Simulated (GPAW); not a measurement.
# C (Fd-3m) in GPAW: settings compared, part 3 of 4

GPAW 26.7.0. Earlier steps stand in the parts before.

### Step 4. Wannier90, PBEsol

run.py

```python
import json
import numpy as np
import spglib
import subprocess
from ase import Atoms
from ase.dft.bandgap import bandgap
from ase.io import read, write
from ase.units import GPa
from gpaw import GPAW, PW, setup_paths
from gpaw.wannier.wannier90 import Wannier90

setup_paths.insert(0, '.')

atoms = read('C.cif')
cell, positions, numbers = spglib.find_primitive(
    (atoms.cell[:], atoms.get_scaled_positions(), atoms.numbers), symprec=1e-4)
atoms = Atoms(numbers, cell=cell, scaled_positions=positions, pbc=True)

calc = GPAW(mode=PW(800),
            xc='PBEsol',
            kpts={'size': (13, 13, 13), 'gamma': True},
            occupations={'name': 'fermi-dirac', 'width': 0.05},
            nbands=11,
            convergence={'density': 1e-05, 'energy': 1e-05},
            maxiter=150,
            txt='gpaw.txt')
atoms.calc = calc
energy = atoms.get_potential_energy()
forces = atoms.get_forces()
stress = atoms.get_stress()
calc.write('gs.gpw')
write('result.traj', atoms)
print(f'Energy: {energy:.6f} eV')
print('Forces (eV/A):')
print(forces.round(4))
print('Stress (GPa):', (stress / GPa).round(3))
print('Fermi level:', round(calc.get_fermi_level(), 4), 'eV')
print(f'Gap: {bandgap(calc)[0]:.4f} eV, direct: {bandgap(calc, direct=True)[0]:.4f} eV')

nwann = sum(2 * l + 1 for setup in calc.setups for n, l in zip(setup.n_j, setup.l_j) if n > 0)
nbands = nwann + 4
full = calc.fixed_density(kpts={'size': (4, 4, 4), 'gamma': True}, symmetry='off', nbands=nbands + 6,
                          convergence={'bands': nbands, 'eigenstates': 1e-7}, txt='full.txt')
w90 = Wannier90(full, seed='w90', bands=range(nbands), spin=0)
w90.write_input(num_iter=0, dis_num_iter=500, dis_froz_max=0.5, search_shells=40)
subprocess.run(['wannier90.x', '-pp', 'w90'], check=True)
w90.write_projections()
w90.write_eigenvalues()
w90.write_overlaps()
subprocess.run(['wannier90.x', 'w90'], check=True)

words = open('w90_hr.dat').read().split('\n', 1)[1].split()
nr = int(words[1])
degeneracy = np.array(words[2:2 + nr], float)
hr = np.array(words[2 + nr:], float).reshape((nr, nwann, nwann, 7))
R, H = hr[:, 0, 0, :3], (hr[..., 5] + 1j * hr[..., 6]) / degeneracy[:, None, None]
path = atoms.cell.bandpath('GXWKGLUWLK,UX', npoints=40, eps=1e-4)
interp = np.array([np.linalg.eigvalsh(np.einsum('r,rji->ij', np.exp(2j * np.pi * R @ k), H)) for k in path.kpts])
exact = calc.fixed_density(kpts=path, symmetry='off', nbands=nwann + 6, convergence={'bands': nwann, 'eigenstates': 1e-7},
                           txt='bands.txt').band_structure().energies[0, :, :nwann]
window = exact < calc.get_fermi_level() + 0.5
miss = abs(interp - exact)[window]
print(f'{nwann} functions; bands in the frozen window, Wannier less DFT: mean {miss.mean():.4f} eV, largest {miss.max():.4f} eV')
json.dump({'interp': interp.tolist(), 'exact': exact.tolist(), 'kpts': path.kpts.tolist(), 'miss': [miss.mean(), miss.max()],
           'onsite': H[abs(R).sum(1).argmin()].diagonal().real.tolist()}, open('wannier.json', 'w'))
```

C.cif is that of step 3.

Potentials or basis: PAW data sets generated in the run's folder for this functional, pw.

The run is started by

```
gpaw-setup -f PBEsol C
OMP_NUM_THREADS=1 python run.py
```

gpaw.txt:

```text
__  _  _
 | _ |_)|_||  |
 |__||  | ||/\| - 26.7.0

Input parameters:
  mode=PW(ecut=800.0),
  convergence={'density': 1e-05, 'energy': 1e-05},
  kpts=MonkhorstPack(size=(13, 13, 13), gamma=True),
  maxiter=150,
  nbands=11,
  occupations=Occupations(name='fermi-dirac', width=0.05),
  xc=XC(name='PBEsol')

Diagonalizing LCAO Hamiltonian
Converting LCAO to pw mode

          C
       C

Atoms  # Å, Bohr magnetons
|   | symbol |        x |        y |        z |    initial magnetic moments |
|---|--------|----------|----------|----------|-----------------------------|
| 0 |      C | 0.891685 | 0.891685 | 0.891685 | ( 0.0000,  0.0000,  0.0000) |
| 1 |      C | 0.000000 | 0.000000 | 0.000000 | ( 0.0000,  0.0000,  0.0000) |

Unit cell  # Å
| periodic |        x |        y |        z |  lengths |    angles |
|----------|----------|----------|----------|----------|-----------|
|      yes | 0.000000 | 1.783370 | 1.783370 | 2.522066 | 60.000000 |
|      yes | 1.783370 | 0.000000 | 1.783370 | 2.522066 | 60.000000 |
|      yes | 1.783370 | 1.783370 | 0.000000 | 2.522066 | 60.000000 |

Number of symmetries: 24
Symmetry operations  # r_c * U_cc + t_c -> r_c
|    | kind |            matrix            |
|----|------|------------------------------|
|  0 |  E   |  1, 0, 0,  0, 1, 0,  0, 0, 1 |
|  1 |  σ   |  1, 0, 0,  0, 0, 1,  0, 1, 0 |
|  2 |  σ   |  1, 0,-1,  0, 1,-1,  0, 0,-1 |
|  3 |  C3  |  1, 0,-1,  0, 0,-1,  0, 1,-1 |
|  4 |  C3  |  1,-1, 0,  0,-1, 1,  0,-1, 0 |
|  5 |  σ   |  1,-1, 0,  0,-1, 0,  0,-1, 1 |
|  6 |  σ   |  0, 1, 0,  1, 0, 0,  0, 0, 1 |
|  7 |  C3  |  0, 1, 0,  0, 0, 1,  1, 0, 0 |
[... 111 lines left out ...]

convergence criteria:
[... 6 lines left out ...]
|iter     | |      energy | eigst |  dens |
|---------|-|-------------|-------|-------|
|iter:   1| |  -19.814405 | +0.14 |       |
|iter:   2| |  -19.738955 | -2.77 | -0.81 |
|iter:   3| |  -19.262722 | -1.54 | -0.83 |
|iter:   4| |  -19.255355 | -2.73 | -1.50 |
|iter:   5| |  -19.255746 | -4.44 | -2.23 |
|iter:   6| |  -19.255748 | -6.53 | -3.47 |
|iter:   7| |  -19.255749c| -8.02c| -4.13 |
|iter:   8| |  -19.255749c| -8.94c| -5.50c|

Converged in 8 steps
Energy contributions relative to reference atoms: (reference = -2045.923931)

Energy contributions:
  Kinetic:          16.832006
  Coulomb:         -15.921589
  Zero:              0.044165
  External:          0.000000
  Xc:              -20.210331
  Entropy:          -0.000000
  Spinorbit:         0.000000
  ----------------------------
  Free energy:     -19.255749
  Extrapolated:    -19.255749

dipole moment: (-8.959152, -8.959152, -8.959152)  # |e|*Ang

Fermi level: 13.835
Eigenvalues  # (at kpt = [0.000, 0.000, 0.000])
| band index |      eig [eV] | occ [0-2] |
|------------|---------------|-----------|
|          0 |        -9.486 |     2.000 |
|          1 |        12.036 |     2.000 |
|          2 |        12.036 |     2.000 |
|          3 |        12.036 |     2.000 |
|          4 |        17.580 |     0.000 |
|          5 |        17.580 |     0.000 |
|          6 |        17.580 |     0.000 |
|          7 |        25.403 |     0.000 |
|          8 |        31.007 |     0.000 |
|          9 |        38.492 |     0.000 |
|         10 |        38.961 |     0.000 |

Gap: 4.011 eV
Transition (v -> c):
  (s=0, k=0, n=3, [0.00, 0.00, 0.00]) -> (s=0, k=35, n=4, [0.38, 0.38, 0.00])
Direct/indirect transitions are different
Direct gap: 5.544 eV
Transition at: (s=0, k=0, n=3, [0.00, 0.00, 0.00])

Forces  # eV/Ang
|        x |        y |        z |
|----------|----------|----------|
| -0.00000 | -0.00000 |  0.00000 |  # C    0
|  0.00000 | -0.00000 | -0.00000 |  # C    1

Stress tensor  # eV/Ang^3
|        x |         y |         z |
|----------|-----------|-----------|
| 0.032203 |  0.000000 |  0.000000 |
| 0.000000 |  0.032203 | -0.000000 |
| 0.000000 | -0.000000 |  0.032203 |

# Writing to gs.gpw (mode='')
```

Wall time 33 s (1 thread of Intel Xeon Platinum 8488C (Sapphire Rapids), shared host); peak memory 0.24 GiB.

What came out:

```yaml
Free_energy: -19.2557 eV
Pressure: -5.2 GPa
Band_gap_on_the_k_mesh: 4.01 eV, indirect (least direct gap 5.54 eV)
Band_gap_along_the_path: 4.03 eV, indirect (least direct gap 5.54 eV)
Total_Wannier_spread: 4.53 Å² over 8 functions
```

Levels at the corners of the path, in eV from the valence-band top:
```tsv
point	band 1	band 2	band 3	band 4	band 5	band 6	band 7	band 8
Γ	-21.52	0.00	0.00	0.00	5.54	5.54	5.54	13.37
X	-12.78	-12.78	-6.34	-6.34	4.60	4.60	16.79	16.79
W	-11.96	-11.96	-8.42	-8.42	10.46	10.46	12.30	12.30
K	-12.96	-11.75	-9.42	-5.40	5.52	10.63	14.34	15.60
Γ	-21.52	0.00	0.00	0.00	5.54	5.54	5.54	13.37
L	-15.69	-13.47	-2.81	-2.81	8.39	8.39	8.83	15.50
U	-12.96	-11.75	-9.42	-5.40	5.52	10.63	14.34	15.60
W	-11.96	-11.96	-8.42	-8.42	10.46	10.46	12.30	12.30
L	-15.69	-13.47	-2.81	-2.81	8.39	8.39	8.83	15.50
K	-12.96	-11.75	-9.42	-5.40	5.52	10.63	14.34	15.60
U	-12.96	-11.75	-9.42	-5.40	5.52	10.63	14.34	15.60
X	-12.78	-12.78	-6.34	-6.34	4.60	4.60	16.79	16.79
```

Wannier centres (Å) and spreads (Å²):
```
function      x      y      z  spread
       1  0.892  0.892  0.892   0.569
       2  0.891  0.892  0.891   0.566
       3  0.891  0.891  0.892   0.566
       4  0.892  0.891  0.891   0.566
       5  0.000  0.000  0.000   0.569
       6  0.000  0.000  0.000   0.566
       7  0.000  0.000  0.000   0.566
       8  0.000  0.000  0.000   0.566
```

[end of part 3 of 4]
